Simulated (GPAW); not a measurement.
Band structure of BaSnO3 (Pm-3m, 5 atoms in the cell).

```yaml
crystal:
  lattice:
    - [4.14223, 0.00000, 0.00000]
    - [0.00000, 4.14223, 0.00000]
    - [0.00000, 0.00000, 4.14223]
  atoms:
    - { symbol: Ba, position: [0.50000, 0.50000, 0.50000] }
    - { symbol: Sn, position: [0.00000, 0.00000, 0.00000] }
    - { symbol: O, position: [0.00000, 0.50000, 0.00000] }
    - { symbol: O, position: [0.50000, 0.00000, 0.00000] }
    - { symbol: O, position: [0.00000, 0.00000, 0.50000] }
```

Method of the run: PBE, GPAW PAW datasets PBE (gpaw-data 1.0.1) (plane waves; GPAW 25.7.0).

Settings: mode = pw; ecut = 950 eV; xc = PBE; kpts = 4 4 4; mesh shift (steps) = 0 0 0; occupations.name = fermi-dirac; occupations.width = 0.05 eV; nbands = -4; convergence.density = 1e-05 e/electron; convergence.energy = 1e-05 eV/electron; convergence.bands = -2; symmetry.symmorphic = false; symmetry.tolerance = 0.0005; maxiter = 100.

The starting cell comes from a database of computed structures (which also holds hypothetical and non-ambient phases and stackings), without a prior relaxation at this level. Its lattice was rescaled by a random factor within 2.5 % of one.

Task: Predict the gap along the standard path and the places of the band edges.

Result: The gap along the path is 0.77 eV, from R to Γ; the smallest direct gap on it is 1.28 eV.

Levels in eV from the top of the valence band on the SCF mesh, bands 18 to 25:
```csv
point,18,19,20,21,22,23,24,25
Γ,-1.02,-0.51,-0.51,-0.51,0.77,4.93,4.93,7.24
X,-1.14,-1.14,-0.98,-0.98,4.80,6.74,7.02,7.68
M,-1.13,-1.13,-0.73,-0.07,6.61,7.69,7.98,8.42
R,-0.72,0.00,0.00,0.00,5.18,5.18,5.18,8.97
```
